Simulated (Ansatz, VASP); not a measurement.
**One calculation of MgO, two programs**

INCAR

```
SYSTEM = MgO
  PREC = Accurate
  ENCUT = 520
  EDIFF = 1E-6
  ISMEAR = -1
  SIGMA = 0.02
  LREAL = .False.
  LASPH = .True.
  NELM = 60
  ALGO = Normal
  ISIF = 2
  LWAVE = .False.
  LCHARG = .False.
  GGA = PE
  NBANDS = 16
```

KPOINTS

```
regular mesh
0
Gamma
  12 12 6
  0 0 0
```

File POSCAR:

```
MgO
1.0
    3.4197459172      0.0000000000      0.0000000000
   -1.7098729586      2.9615868388      0.0000000000
    0.0000000000      0.0000000000      5.2357409258
Mg O
2 2
Direct
    0.3333333333      0.6666666667     -0.0082106974
    0.6666666667      0.3333333333      0.4917893026
    0.3333333333      0.6666666667      0.3832106974
    0.6666666667      0.3333333333      0.8832106974
```

Input for Ansatz:

```yaml
crystal:
  lattice:
    - [3.4197459172, 0.0, 0.0]
    - [-1.7098729586, 2.9615868388, 0.0]
    - [0.0, 0.0, 5.2357409258]
  atoms:
    - { symbol: Mg, position: [0.3333333333, 0.6666666667, -0.0082106974] }
    - { symbol: Mg, position: [0.6666666667, 0.3333333333, 0.4917893026] }
    - { symbol: O, position: [0.3333333333, 0.6666666667, 0.3832106974] }
    - { symbol: O, position: [0.6666666667, 0.3333333333, 0.8832106974] }
kpoints:
  mp_grid: { grid: [12, 12, 6] }
  band_path:
    path:
      - [0.0, 0.0, 0.0]
      - [0.5, 0.0, 0.0]
      - [0.3333333333, 0.3333333333, 0.0]
      - [0.0, 0.0, 0.5]
      - [0.5, 0.0, 0.5]
      - [0.3333333333, 0.3333333333, 0.5]
    npoints: 1
hamiltonian:
  xc: pbe
scf:
  occupations: { method: fermi_dirac, width: 0.02 }
  n_extra_bands: 5
output:
  forces: true
  stress: true
  eigenvalues: true
```

Change from the starting cell: hydrostatic strain +4.0%.

Alike in both runs: task single point; functional PBE; k mesh 12 × 12 × 6; occupations fermi-dirac, width 0.02 eV; no spin polarisation.

|  | VASP | Ansatz |
| --- | --- | --- |
| version | VASP 6.6.1 | Ansatz 0.2.0 |
| potentials or method | VASP PAW PBE potentials, release 64 (Mg, O) | plane waves, PAW |
| plane-wave cutoff (eV) | 520 | 420 |
| valence electrons in the cell | 16 | 32 |

Ansatz gave:

```
gap on the k mesh at the Fermi level (eV)       : 2.97
pressure (GPa)                                  : -8.2
largest component of the traceless stress (GPa) : 1.54
rms of the force components (eV/Å)              : 0.011
```

Which values does VASP return?

gap on the k mesh at the Fermi level (eV): 2.95; pressure (GPa): -8.7; largest component of the traceless stress (GPa): 1.58; rms of the force components (eV/Å): 0.011.

Atom by atom the forces differ by 0.000 eV/Å (rms over components). The two sets of potentials don't hold the same shells in valence.

A k mesh can miss the band edges.
